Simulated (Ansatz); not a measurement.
# GaP: response to strain

GaP is deformed so: equal xx and yy strain of +2 %. What stress and forces result, by LAPW, PAW and all-electron datasets made for the crystal?

Program: Ansatz 0.2.0. Level of theory: DFT PBE, scalar-relativistic. These are calculated values, not measurements.

## 1. The system as given

It takes space group F-43m (No. 216, cubic). The conventional cell has a = 5.451 Å, b = 5.451 Å, c = 5.451 Å, α = 90.00°, β = 90.00°, γ = 90.00°. Ga (site symmetry -43m) is surrounded by 4 P at 2.36 Å. P (site symmetry -43m) has 4 Ga at 2.36 Å as nearest neighbours.

Coordinates:

```cif
data_structure
_symmetry_space_group_name_H-M 'F-43m'
_symmetry_Int_Tables_number 216
_cell_length_a 5.4505
_cell_length_b 5.4505
_cell_length_c 5.4505
_cell_angle_alpha 90.000
_cell_angle_beta 90.000
_cell_angle_gamma 90.000
_cell_volume 161.92
loop_
_atom_site_label
_atom_site_type_symbol
_atom_site_symmetry_multiplicity
_atom_site_Wyckoff_symbol
_atom_site_fract_x
_atom_site_fract_y
_atom_site_fract_z
_atom_site_occupancy
Ga1 Ga 4 a 0.00000 0.00000 0.00000 1
P1 P 4 c 0.25000 0.25000 0.25000 1
```

The file gives the conventional cell by its symmetry; the runs use the cell typed in the input.

Atoms are numbered in the order of the input: Ga1, P2.

## 2. After the deformation

Space group F-43m before, I-4m2 after.

## 3. All-electron LAPW

input.yaml

```yaml
crystal:
  lattice:
    - [0.0, 2.779755, 2.72525]
    - [2.779755, 0.0, 2.72525]
    - [2.779755, 2.779755, 0.0]
  atoms:
    - { symbol: Ga, position: [0.0, 0.0, 0.0] }
    - { symbol: P, position: [0.75, 0.75, 0.75] }
kpoints:
  mp_grid: { grid: [10, 10, 10] }
  band_path:
    path:
      - [0.0, 0.0, 0.0]
      - [0.0, 0.5, 0.5]
      - [0.25, 0.75, 0.5]
      - [0.0, 0.5, 0.0]
      - [0.0, 0.0, 0.0]
      - [0.5, 0.5, 0.0]
      - [0.38005, 0.61995, 0.0]
      - [-0.38005, 0.38005, 0.0]
      - [0.0, 0.0, 0.0]
    npoints: 5
scf:
  occupations: { method: fermi_dirac, width: 0.05 }
hamiltonian:
  xc: pbe
  pseudopotentials: { kind: all_electron, lapw: { basis_error: 0.0005 } }
output:
  forces: true
  stress: true
  eigenvalues: true
```

Run with:

```
$ ansatz run input.yaml --threads 1 --pin off --max-ram 3072MiB --backend cpu --events-out ev --progress --plain --runs-dir out
```

## 4. PAW on the default files

input.yaml

```yaml
crystal:
  lattice:
    - [0.0, 2.779755, 2.72525]
    - [2.779755, 0.0, 2.72525]
    - [2.779755, 2.779755, 0.0]
  atoms:
    - { symbol: Ga, position: [0.0, 0.0, 0.0] }
    - { symbol: P, position: [0.75, 0.75, 0.75] }
kpoints:
  mp_grid: { grid: [10, 10, 10] }
scf:
  occupations: { method: fermi_dirac, width: 0.05 }
hamiltonian:
  xc: pbe
  pseudopotentials: { kind: paw }
output:
  forces: true
  stress: true
  eigenvalues: true
  efg: { contact_densities: true }
```

## 5. All-electron PAW on datasets made for the crystal

input.yaml: that of step 4 with these lines changed.

```diff
@@ -14,3 +14,3 @@
   xc: pbe
-  pseudopotentials: { kind: paw }
+  pseudopotentials: { kind: all_electron, datasets: crystal }
 output:
```

(Steps that only read results are left out.)

**Question.** What will these runs give? Wanted: pressure; largest shear or deviatoric stress.

As calculated:

| quantity | value |
| --- | --- |
| pressure | LAPW -0.71, PAW -0.69, crystal datasets -0.71 GPa |
| largest shear or deviatoric stress (LAPW) | 0.93 GPa |

In words: The largest part of the stress beyond the pressure is 0.93 GPa in size, in the zz component; the atoms are carried along and not relaxed. No run of the undeformed cell stands beside it, so the pressure holds what the given cell had before the change. PAW: stress within 0.02 GPa of LAPW. Crystal datasets: stress within 0.01 GPa of LAPW.
